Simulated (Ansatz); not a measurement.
Fluorite SrF₂, treated with r²SCAN+rVV10 (PAW; Ansatz, a program for electronic structure).

Settings: plane-wave cutoff 560 eV, 10×10×10 k mesh, Fermi–Dirac smearing 0.01 eV, scalar-relativistic PAW data made under PBE.

Equation-of-state points:

| V (Å³/atom) | E − E_lowest (meV/atom) | P (GPa) |
|---|---|---|
| 15.003 | 15.58 | 5.53 |
| 15.322 | 6.65 | 3.47 |
| 15.641 | 1.59 | 1.64 |
| 15.961 | 0.00 | 0.00 |
| 16.280 | 1.49 | -1.47 |
| 16.599 | 5.73 | -2.77 |
| 16.918 | 12.43 | -3.94 |

Problem. Estimate the bulk modulus and its pressure derivative from these points.

Solution. V0 = 15.960 Å³/atom, B0 = 77.4 GPa, B′ = 4.7 (fit to the energies at full precision).

Measured, for comparison: bulk modulus 69 GPa (temperature not stated, not corrected to a static lattice; as tabulated in On the Morphology of Group II Metal Fluoride Nanocrystals at Finite Temperature …). Computed (rounded) less measured: bulk modulus +12 %.

The computed numbers hold no vibrational or temperature effects.

The result took very roughly 60 core-seconds.
